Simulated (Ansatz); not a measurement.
# Ru: a normal mode against strain, part 2 of 2

How does the energy of Ru (P6_3/mmc, No. 194; 2 atoms in the cell) change over two coordinates at once? A grid of runs gives the map.

Ansatz 0.2.0; DFT PBEsol, scalar-relativistic, plane waves, PAW. Earlier steps stand in the parts before.

### 9 The run at (0.047 Å, 0.00 %)

input.yaml

```yaml
crystal:
  lattice:
    - [2.6896847532, 0.0, 0.0]
    - [-1.3448423766, 2.3293353245, 0.0]
    - [0.0, 0.0, 4.2523798378]
  atoms:
    - { symbol: Ru, position: [0.3433576522, 0.6867153044, 0.25] }
    - { symbol: Ru, position: [0.6566423478, 0.3132846956, 0.75] }
basis:
  ecutwfc: 420
kpoints:
  mp_grid: { grid: [18, 18, 10] }
hamiltonian:
  xc: pbesol
  pseudopotentials: { kind: paw, azcp: { folder: soft_1 } }
scf:
  occupations: { method: gaussian, width: 0.15 }
output:
  forces: true
  stress: true
  eigenvalues: true
```

The run is started by

```
ansatz run input.yaml --threads 1 --pin off --max-ram 2048MiB --backend cpu --events-out ev --progress --plain --runs-dir out
```

Standard output (excerpt; [...] marks lines left out):

```text
[...]
SCF converged after 6 iterations
Free energy (F): -11633.071125 eV
[...]
E sigma→0 (E₀):  -11633.061674 eV
Entropy (-TS):   -0.018902 eV (-9.451 meV/atom)
Fermi energy:    23.731285 eV
[...]
--- Forces (eV/Å), atoms counted from 1 ---
  atom   1  Ru     0.00000000    -0.68517483     0.00000000
  atom   2  Ru     0.00000000     0.68517483     0.00000000
[...]
--- Stress (GPa, compression-positive) ---
       -1.402751       0.000000       0.000000
        0.000000       1.958512       0.000000
        0.000000       0.000000       0.920731
  P = ⅓ Tr σ = 0.4922 GPa (4.922 kbar)
--- Band table (eV; the first three rows and the last of 546) ---
  k-point 0: bands = ["-49.3747", "-49.1476", "-19.9247", "-18.9470", "-18.8815", "-18.7441", "-18.7241", "-18.6822", "15.5567", "17.3384", "20.9958", "21.1110", "21.1353", "21.6550", "21.9281", "22.0248", "22.5974", "24.6229", "24.9916", "25.2662"]
[...]
```

Wall time 6.5 s (1 thread of Intel Xeon 6975P-C (Granite Rapids), shared host); peak memory 0.54 GiB.

Energy on the map's scale: 0.032 eV.

### 10 Point (0.093 Å, −4.00 %)

input.yaml

```yaml
crystal:
  lattice:
    - [2.5820973631, 0.0, 0.0]
    - [-1.2910486816, 2.2361619115, 0.0]
    - [0.0, 0.0, 4.2523798378]
  atoms:
    - { symbol: Ru, position: [0.3533605057, 0.7067210114, 0.25] }
    - { symbol: Ru, position: [0.6466394943, 0.2932789886, 0.75] }
basis:
  ecutwfc: 420
kpoints:
  mp_grid: { grid: [18, 18, 10] }
hamiltonian:
  xc: pbesol
  pseudopotentials: { kind: paw, azcp: { folder: soft_1 } }
scf:
  occupations: { method: gaussian, width: 0.15 }
output:
  forces: true
  stress: true
  eigenvalues: true
```

The run is started by

```
ansatz run input.yaml --threads 1 --pin off --max-ram 2048MiB --backend cpu --events-out ev --progress --plain --runs-dir out
```

Standard output (excerpt; [...] marks lines left out):

```text
[...]
SCF converged after 7 iterations
Free energy (F): -11632.713357 eV
[...]
E sigma→0 (E₀):  -11632.705369 eV
Entropy (-TS):   -0.015977 eV (-7.988 meV/atom)
Fermi energy:    26.237858 eV
[...]
--- Forces (eV/Å), atoms counted from 1 ---
  atom   1  Ru     0.00000000    -1.45471279     0.00000000
  atom   2  Ru    -0.00000000     1.45471279     0.00000000
[...]
--- Stress (GPa, compression-positive) ---
       38.767436      -0.000000       0.000000
       -0.000000      48.269571       0.000000
        0.000000       0.000000      22.615285
  P = ⅓ Tr σ = 36.5508 GPa (365.508 kbar)
--- Band table (eV; the first three rows and the last of 546) ---
  k-point 0: bands = ["-47.0831", "-46.8049", "-17.7612", "-16.4762", "-16.3520", "-16.2570", "-16.2418", "-16.2167", "17.5625", "19.2036", "22.7267", "23.1531", "23.3507", "23.7243", "24.2123", "24.4911", "25.5683", "26.9382", "27.1060", "28.1382"]
[...]
```

It took 6 s on 1 thread of Intel Xeon 6975P-C (Granite Rapids), shared host; peak memory 0.53 GiB.

That is 0.390 eV from the zero.

### 11 The run at (−0.093 Å, 0.00 %)

input.yaml

```yaml
crystal:
  lattice:
    - [2.6896847532, 0.0, 0.0]
    - [-1.3448423766, 2.3293353245, 0.0]
    - [0.0, 0.0, 4.2523798378]
  atoms:
    - { symbol: Ru, position: [0.313306161, 0.626612322, 0.25] }
    - { symbol: Ru, position: [0.686693839, 0.373387678, 0.75] }
basis:
  ecutwfc: 420
kpoints:
  mp_grid: { grid: [18, 18, 10] }
hamiltonian:
  xc: pbesol
  pseudopotentials: { kind: paw, azcp: { folder: soft_1 } }
scf:
  occupations: { method: gaussian, width: 0.15 }
output:
  forces: true
  stress: true
  eigenvalues: true
```

The run is started by

```
ansatz run input.yaml --threads 1 --pin off --max-ram 2048MiB --backend cpu --events-out ev --progress --plain --runs-dir out
```

Standard output (excerpt; [...] marks lines left out):

```text
Warning: <dir> the record states the generating functional pbe (its physics header spells it `PBE`), which answers neither for hamiltonian.xc's functional nor for the pbesol family's — results may be inconsistent (PPs are generated against a specific XC)
Warning: RAYON_NUM_THREADS=1 ignored (pool sized by the plan → 1); use --threads N
[...]
Pseudopotentials: kind: paw
Pseudopotential: Ru, paw, valence charge 16, recommended cutoff 420 eV (normal), <dir>
Functional definition: PBEsol
[...]
Crystal: 2 atoms, lattice volume = 26.642 Å³
Basis set: ecut = 420 eV, 537 PW (Γ), exchange–correlation on 36×36×60 points (8 copies of the dense FFT grid, shifted against one another)
Bands: 20, of which v1, the nominal top of the filled ones, is band 16 counted from 1 (15 counted from 0)
Symmetry: 8 space group operations
Space group: Cmcm (ITA 63), of the structure as read, at distance tolerance 3.0e-5 Å
k-points: 546 of 3240
[...]
SCF iter   1: F=—  HF=-11634.401753 eV  |F-HF|=—  |Δ(HF+E_count)|=         —  Δρ=1.30e-1  dr2=4.26e0  ethr=3.10e-3  ⟨swp⟩=5.0  Hψ=42186  notcnv=0
[...]
SCF iter   6: F=-11632.968733 eV  HF=-11632.968733 eV  |F-HF|=4.35e-8  |Δ(HF+E_count)|=   1.58e-6  Δρ=2.33e-5  dr2=6.58e-8  ethr=3.13e-10  ⟨swp⟩=3.9  Hψ=51083  notcnv=0
[...]
SCF converged after 6 iterations
Free energy (F): -11632.968733 eV
[...]
E sigma→0 (E₀):  -11632.958914 eV
Entropy (-TS):   -0.019639 eV (-9.820 meV/atom)
Fermi energy:    23.762522 eV
[...]
--- Forces (eV/Å), atoms counted from 1 ---
  atom   1  Ru     0.00000000     1.44762799     0.00000000
  atom   2  Ru     0.00000000    -1.44762799     0.00000000
[...]
--- Stress (GPa, compression-positive) ---
        4.350162       0.000000       0.000000
        0.000000      -3.070479       0.000000
        0.000000       0.000000       3.951098
  P = ⅓ Tr σ = 1.7436 GPa (17.436 kbar)
--- Band table (eV; the first three rows and the last of 546) ---
  k-point 0: bands = ["-49.3695", "-49.1376", "-19.9335", "-18.9696", "-18.8403", "-18.7543", "-18.7040", "-18.6659", "15.5599", "17.3375", "20.8348", "20.9192", "21.2551", "21.7483", "21.9010", "21.9562", "22.9749", "24.2524", "24.9963", "25.6024"]
[...]
```

Run time: 6.3 s. Hardware: 1 thread of Intel Xeon 6975P-C (Granite Rapids), shared host; peak memory 0.55 GiB.

That is 0.135 eV from the zero.

### 12 All points together

49 points were computed. Energies in eV, from the relaxed high-symmetry cell:

| equal normal strain along x and y (%) ↓, amplitude of mode 5 (202 cm⁻¹), largest displacement in the unstrained cell (Å) → | −0.140 | −0.093 | −0.047 | 0.000 | 0.047 | 0.093 | 0.140 |
| --- | --- | --- | --- | --- | --- | --- | --- |
| 4.00 | 0.477 | 0.317 | 0.222 | 0.191 | 0.220 | 0.304 | 0.434 |
| 2.67 | 0.382 | 0.218 | 0.121 | 0.089 | 0.119 | 0.206 | 0.342 |
| 1.33 | 0.322 | 0.155 | 0.056 | 0.023 | 0.054 | 0.145 | 0.286 |
| 0.00 | 0.304 | 0.135 | 0.034 | 0.000 | 0.032 | 0.125 | 0.272 |
| −1.33 | 0.334 | 0.163 | 0.060 | 0.026 | 0.059 | 0.155 | 0.305 |
| −2.67 | 0.420 | 0.248 | 0.144 | 0.108 | 0.143 | 0.241 | 0.396 |
| −4.00 | 0.568 | 0.396 | 0.291 | 0.255 | 0.290 | 0.390 | 0.549 |

The largest force on an atom (eV/Å) at each point:

```
equal normal strain along x and y (%) ↓, amplitude of mode 5 (202 cm⁻¹), largest displacement in the unstrained cell (Å) →  −0.140  −0.093  −0.047  0.000  0.047  0.093  0.140
                                                                                                                      4.00    1.98    1.32    0.64   0.00   0.59   1.12   1.55
                                                                                                                      2.67    2.04    1.36    0.67   0.00   0.62   1.18   1.65
                                                                                                                      1.33    2.11    1.41    0.70   0.00   0.66   1.24   1.74
                                                                                                                      0.00    2.16    1.45    0.72   0.00   0.69   1.29   1.83
                                                                                                                     −1.33    2.21    1.48    0.75   0.00   0.71   1.35   1.92
                                                                                                                     −2.67    2.25    1.52    0.78   0.00   0.74   1.40   2.00
                                                                                                                     −4.00    2.28    1.55    0.80   0.00   0.77   1.46   2.07
```

### 13 What came out

The summary covers parts 1 to 2.

```
                                                        quantity                                                                                value
                                                    lowest point                                                          (0.000 Å, 0.00 %), 0.000 eV
                                          highest computed point                                       (−0.140 Å, −4.00 %), 0.568 eV above the lowest
                                 largest force on an atom (eV/Å)  0.00 at (0.000 Å, −4.00 %) to 2.28 at (−0.140 Å, −4.00 %); 0.00 at the lowest point
                                             time for all points                                                     5.6 min on 1 thread, shared host
step 8, run with accuracy low, ecutwfc left out (against step 7)                                                                         0.0 meV/atom
```

What this shows: The lowest computed point is at (0.000 Å, 0.00 %), which is the relaxed high-symmetry cell itself. The grid shows no other well, apart from its symmetry copies. The highest computed point, (−0.140 Å, −4.00 %), lies 0.568 eV above the lowest. Round the minimum the two coordinates are nearly uncoupled. With the other coordinates free, the energies away from the reference would be the same or lower.
